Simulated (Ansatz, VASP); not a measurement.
C: VASP beside Ansatz

Contents of INCAR:

```
SYSTEM = C
PREC = Accurate
ENCUT = 600
EDIFF = 1E-6
ISMEAR = -1
SIGMA = 0.1
LREAL = .False.
LASPH = .True.
NELM = 80
ALGO = Normal
ISIF = 3
LWAVE = .False.
LCHARG = .False.
GGA = CA
IBRION = 2
NSW = 100
EDIFFG = -0.002
```

Contents of KPOINTS:

```
Automatic mesh
0
Gamma
  22 22 22
  0 0 0
```

Contents of POSCAR:

```
C
1.0
    0.0000000000      1.7833700000      1.7833700000
    1.7833700000      0.0000000000      1.7833700000
    1.7833700000      1.7833700000      0.0000000000
C
2
Direct
    0.5000000000      0.5000000000      0.5000000000
    0.7500000000      0.7500000000      0.7500000000
```

Input for Ansatz:

```yaml
crystal:
  lattice:
    - [0.0, 1.78337, 1.78337]
    - [1.78337, 0.0, 1.78337]
    - [1.78337, 1.78337, 0.0]
  atoms:
    - { symbol: C, position: [0.5, 0.5, 0.5] }
    - { symbol: C, position: [0.75, 0.75, 0.75] }
kpoints:
  mp_grid: { grid: [22, 22, 22] }
scf:
  occupations: { method: fermi_dirac, width: 0.1 }
hamiltonian:
  xc: lda
  pseudopotentials: { kind: paw }
relax:
  f_tol: 0.002
  max_steps: 80
  cell: {}
output:
  forces: true
  stress: true
```

Alike in both runs: task relaxation of cell and atoms; functional LDA; k mesh 22 × 22 × 22; occupations fermi-dirac, width 0.1 eV; no spin polarisation.

|  | VASP | Ansatz |
| --- | --- | --- |
| version | VASP 6.6.1 | Ansatz 0.2.0 |
| potentials or method | VASP PAW LDA potentials, release 64 (C) | PAW with Ansatz's default frozen-core files, scalar-relativistic |
| plane-wave cutoff (eV) | 600 | 420 |
| valence electrons in the cell | 8 | 8 |

Ansatz gave:

| Item | Value |
| --- | --- |
| relaxed volume (Å³/atom) | 5.51 |
| relaxed cell length with the largest relative difference (Å) | 2.497 |
| energy change over the relaxation (meV/atom) | -7 |

Task: What did VASP give for the same quantities?

Result: Relaxed volume (Å³/atom): 5.52; relaxed cell length with the largest relative difference (Å): 2.499; energy change over the relaxation (meV/atom): -6.

LDA usually gives volumes a few per cent too small. Zero-point motion and thermal expansion aren't in these numbers.
